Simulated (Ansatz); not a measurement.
input.yaml (Ansatz)

```yaml
crystal:
  lattice:
    - [2.892926, 0.0, 0.0]
    - [0.0, 2.892926, 0.0]
    - [0.0, 0.0, 2.892926]
  atoms:
    - { symbol: Se, position: [0.0, 0.0, 0.0] }
hamiltonian:
  xc: rpbe
  pseudopotentials:
    kind: paw
    azcp:
      Se: "pseudopotentials/Se.paw.azcp"
basis:
  ecutwfc: 420
  fft_grid_basis: typed
kpoints:
  mp_grid: { grid: [12, 12, 12], shift: [0, 0, 0] }
magnetization:
  spin_polarized: false
scf:
  occupations: { method: fermi_dirac, width: 0.1 }
  lower_state_search: "off"
output:
  stress: true
```

and its output:

```
Engine: ansatz 0.2.0, aarch64-unknown-linux-gnu
Pseudopotentials: kind: paw
Pseudopotential: Se, paw, valence charge 16, recommended cutoff 420 eV (normal) 
Functional definition: RPBE
  parameter kappa = 0.804
  parameter beta = 0.06672455060314922
  exchange = rpbe_x(kappa = kappa, mu = beta*pi^2/3)
  correlation = pbe_c(beta = beta)
Crystal: 1 atoms, lattice volume = 24.211 Å³
Basis set: ecut = 420 eV, 461 PW (Γ)
Bands: 12, of which v1, the nominal top of the filled ones, is band 8 counted from 1 (7 counted from 0)
Symmetry: 48 space group operations
Space group: Pm-3m (ITA 221), of the structure as read, at distance tolerance 2.9e-5 Å
k-points: 84 of 1728
Non-local potential: Se, projectors of the file, l = 0: 2, l = 1: 2, l = 2: 3, l = 3: 1
PAW form: soft (Blöchl's): semilocal exchange-correlation on the pseudo side does not see the compensation charge
PAW frozen core: Se, regenerated for the run's functional, and the local potential with it (the file was generated under x = pbe(κ = 0.804, μ = 0.2195149727645171), c = pbe(β = 0.06672455060314922))
PAW one-centre angular grid: Se, 590 points (default); XC on 64 Gauss nodes
Initial density: superposition of atomic densities (neutral atoms: chi_scale 0, normalization atom), corrected by the library's trained network
Initial wavefunctions: pseudopotential atomic-orbital guess
Functional: x = rpbe, c = pbe(β = 0.06672455060314922)
SCF iter   1: F=—  HF=-5474.871155 eV  |F-HF|=—  |Δ(HF+E_count)|=         —  Δρ=1.92e-3  dr2=6.40e-4  ethr=1.77e-3  ⟨swp⟩=5.3  Hψ=6052  notcnv=0
SCF iter   2: F=—  HF=-5474.871476 eV  |F-HF|=—  |Δ(HF+E_count)|=   3.21e-4  Δρ=1.35e-3  dr2=3.14e-4  ethr=4.00e-6  ⟨swp⟩=2.5  Hψ=2207  notcnv=0
SCF iter   3: F=—  HF=-5474.871841 eV  |F-HF|=—  |Δ(HF+E_count)|=   3.65e-4  Δρ=3.08e-4  dr2=3.87e-5  ethr=1.97e-6  ⟨swp⟩=2.0  Hψ=1199  notcnv=0
SCF iter   4: F=—  HF=-5474.871856 eV  |F-HF|=—  |Δ(HF+E_count)|=   1.48e-5  Δρ=9.31e-5  dr2=2.32e-6  ethr=2.42e-7  ⟨swp⟩=2.0  Hψ=1661  notcnv=0
SCF iter   5: F=—  HF=-5474.871859 eV  |F-HF|=—  |Δ(HF+E_count)|=   3.26e-6  Δρ=5.33e-5  dr2=7.30e-7  ethr=1.45e-8  ⟨swp⟩=2.0  Hψ=1278  notcnv=0
SCF iter   6: F=—  HF=-5474.871859 eV  |F-HF|=—  |Δ(HF+E_count)|=   2.00e-7  Δρ=2.18e-5  dr2=1.16e-7  ethr=4.56e-9  ⟨swp⟩=1.5  Hψ=1141  notcnv=0
SCF iter   7: F=-5474.871859 eV  HF=-5474.871859 eV  |F-HF|=6.34e-10  |Δ(HF+E_count)|=   3.47e-8  Δρ=2.70e-6  dr2=1.90e-9  ethr=6.25e-10  ⟨swp⟩=3.8  Hψ=2800  notcnv=0
SCF 1 converged in 7 iterations: F = -5474.871859 eV  dr2 = 1.90e-9
SCF converged after 7 iterations
Free energy (F): -5474.871859 eV
Harris-Foulkes:  -5474.871859 eV  (|F-HF|=6.34e-10)
Internal energy: -5474.852804 eV  (E = F + TS)
E sigma→0 (E₀):  -5474.862331 eV
Entropy (-TS):   -0.019055 eV (-19.055 meV/atom)
Fermi energy:    8.748015 eV
--- Per-component energies (eV) ---
  E_band       = -382.255522
  E_kinetic    = 115.364128
  E_local      = -2307.088514  (includes V_loc(G=0)·N_el)
  E_nonlocal   = -595.688325
  E_hartree    = 1141.365750
  E_xc         = -103.050209
  E_vxc        = -96.370601  (∫ρ·V_xc dr)
  E_paw        = -1917.768113  (= ΣΔE_a)
  E_vpaw       = 218.795031  (= ΣTr[D̂ρ^β])
  E_aug_tail   = -0.000605  (compensation charges beyond the density's cutoff)
  E_ewald      = -1807.712317
  E_core_change = -0.274599  (= ΣΔE_core)
  E_smearing   = -0.019055  (= −TS)
  E_closure    = 0.000000  (closes the sum)
  Σ components = -5474.871859   (vs F -5474.871859, Δ=0.00e0)
--- Stress (GPa, compression-positive) ---
       -2.206120       0.000000       0.000000
       -0.000000      -2.206120       0.000000
        0.000000       0.000000      -2.206120
  P = ⅓ Tr σ = -2.2061 GPa (-22.061 kbar)
```
